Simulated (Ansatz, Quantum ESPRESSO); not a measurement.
## MoSi2: changing the pressure

The cell as given:

```cif
data_structure
_symmetry_space_group_name_H-M 'I4/mmm'
_symmetry_Int_Tables_number 139
_cell_length_a 3.2000
_cell_length_b 3.2000
_cell_length_c 7.8610
_cell_angle_alpha 90.000
_cell_angle_beta 90.000
_cell_angle_gamma 90.000
_cell_volume 80.50
loop_
_atom_site_label
_atom_site_type_symbol
_atom_site_symmetry_multiplicity
_atom_site_Wyckoff_symbol
_atom_site_fract_x
_atom_site_fract_y
_atom_site_fract_z
_atom_site_occupancy
Mo1 Mo 2 a 0.00000 0.00000 0.00000 1
Si1 Si 4 e 0.50000 0.50000 0.16700 1
```

Kept alike: task relaxation of cell and atoms; functional PBEsol; k mesh 12 × 12 × 12; occupations fermi-dirac, width 0.05 eV; no spin polarisation. Program: Ansatz, all-electron LAPW, scalar-relativistic. The mesh is that of the run's cell of 3 atoms. No spin-orbit coupling.

| run | volume (Å³/atom) |
| --- | --- |
| A | 12.280 |
| B | 13.268 |
| C | 11.903 |
| D | 12.726 |
| E | 12.981 |

The relaxations keep at least the cell's symmetry (I4/mmm). The runs follow the start's structure, whether or not it is the stable one at these pressures. P is the pressure aimed at, which the runs meet within some hundredths to tenths of a GPa.

**Question.** The runs differ in the pressure alone: 0; 5; 10; 20; 30 GPa. Which run is which?

**Answer.** Run A is 20 GPa; run B is 0 GPa; run C is 30 GPa; run D is 10 GPa; run E is 5 GPa. The volume falls from 13.268 to 11.903 Å³/atom between 0 and 30 GPa. The volume falls ever more slowly, since the solid stiffens under load. At the pressures aimed at, which the runs meet within some tenths of a GPa, the step from 0 to 5 GPa gives a mean bulk modulus near 229 GPa, the last step 321 GPa. A twin series (Quantum ESPRESSO, GBRV 1.5 PBEsol) moves it by -1.3574 between 0 and 30, against -1.3650 Å³/atom here.
